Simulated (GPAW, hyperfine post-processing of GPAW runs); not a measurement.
# Li2CrO3: isotropic lines and sites in a paramagnetic 17O spectrum

Calculated values: DFT, revPBE+U, plane-wave PAW, GPAW setups, collinear spin, scalar-relativistic (GPAW), contact and point-dipole shifts scaled to 330 K with Θ = 0 K (a pure Curie law); spin-only moments, above the ordering temperature.

```cif
data_structure
_symmetry_space_group_name_H-M 'P 1'
_symmetry_Int_Tables_number 1
_cell_length_a 5.5600
_cell_length_b 5.5600
_cell_length_c 4.9916
_cell_angle_alpha 90.000
_cell_angle_beta 90.000
_cell_angle_gamma 60.553
_cell_volume 134.38
loop_
_atom_site_label
_atom_site_type_symbol
_atom_site_fract_x
_atom_site_fract_y
_atom_site_fract_z
_atom_site_occupancy
Cr1 Cr 0.67787 0.32213 0.51757 1
Cr2 Cr 0.32221 0.67779 0.01770 1
O3 O 0.63974 0.36026 0.89422 1
O4 O 0.36026 0.63974 0.39454 1
O5 O 0.97946 0.32916 0.42001 1
O6 O 0.32915 0.97951 0.92064 1
O7 O 0.67084 0.02054 0.42001 1
O8 O 0.02049 0.67085 0.92064 1
Li9 Li 0.00614 0.33460 0.02215 1
Li10 Li 0.33460 0.00616 0.52219 1
Li11 Li 0.66540 0.99386 0.02215 1
Li12 Li 0.99384 0.66540 0.52219 1
```

17O MAS at 4.7 T (27.1 MHz), 20 kHz, 330 K; contact and dipolar shift alone, no orbital or quadrupolar part; lines under 1.5 % of the strongest are left out. NMR lines, with heights relative to the strongest:

| position (ppm) | intensity |
| --- | --- |
| -3332.9 | 1.9 |
| -2595.9 | 8.2 |
| -1947.7 | 9.1 |
| -1859.0 | 30 |
| -1210.7 | 76 |
| -1122.0 | 45 |
| -473.8 | 100 |
| -385.1 | 27 |
| 263.2 | 33 |
| 351.8 | 9.4 |
| 1000.1 | 24 |
| 1088.8 | 2.2 |
| 1737.1 | 4.2 |

**Question.** Which lines are isotropic ones rather than spinning sidebands, and which O atoms give them?

Sidebands are spaced by 737 ppm (the spinning rate over the resonance of 27.1 MHz). An isotropic line need not be the tallest: it is the area-weighted centre of its own family of sidebands, and the one that stays put when the rate is changed. Isotropic shifts: -1122 ppm for atom 3 and the 1 atom equivalent to it (bonded to 2 Cr at 1.88 Å), reduced anisotropy 1745 ppm; -474 ppm for atom 5 and the 3 atoms equivalent to it (bonded to 1 Cr at 1.76 Å), reduced anisotropy 1844 ppm. The families' total areas stand as 1:2, which settles the match.

[Logs are printed without paths, hosts, clocks, repeated set-up lines and the standing remarks that a program may print on its own settings, such as how far it seeks lower states.]

[Hosts, paths, dates, database ids (printed as entryN), source tags and the programs' standing remarks are cut or masked in the printed files.]
